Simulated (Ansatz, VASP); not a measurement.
# ZrB2: VASP beside Ansatz

```xyz
3
Lattice="3.1716 0.0000 0.0000 -1.5858 2.7467 0.0000 0.0000 0.0000 3.5419" Properties=species:S:1:pos:R:3 pbc="T T T"
Zr    0.0000    0.0000    0.0000
B     0.0000    1.8311    1.7709
B     1.5858    0.9156    1.7709
```

Alike in both runs: task electric field gradients; functional PBE; k mesh 15 × 15 × 12; occupations fermi-dirac, width 0.15 eV; no spin polarisation.

```csv
,VASP,Ansatz
version,VASP 6.6.1,Ansatz 0.2.0
potentials or method,"VASP PAW PBE potentials, release 64 (Zr_sv, B)","scalar-relativistic, plane waves, PAW"
plane-wave cutoff (eV),520,420
valence electrons in the cell,18,18
```

Ansatz gave:

- gap on the k mesh at the Fermi level (eV): none
- pressure (GPa): 0.0
- Vzz of the field gradient on the site that differs most (V/Å²): 45.2

**Question.** Estimate VASP's values.

**Answer.** gap on the k mesh at the Fermi level (eV): none; pressure (GPa): 0.1; Vzz of the field gradient on the site that differs most (V/Å²): 41.7.

A gap of «none» marks a metal or a gap that the smearing closes. Ansatz warned: «gradients_without_spin_orbit».
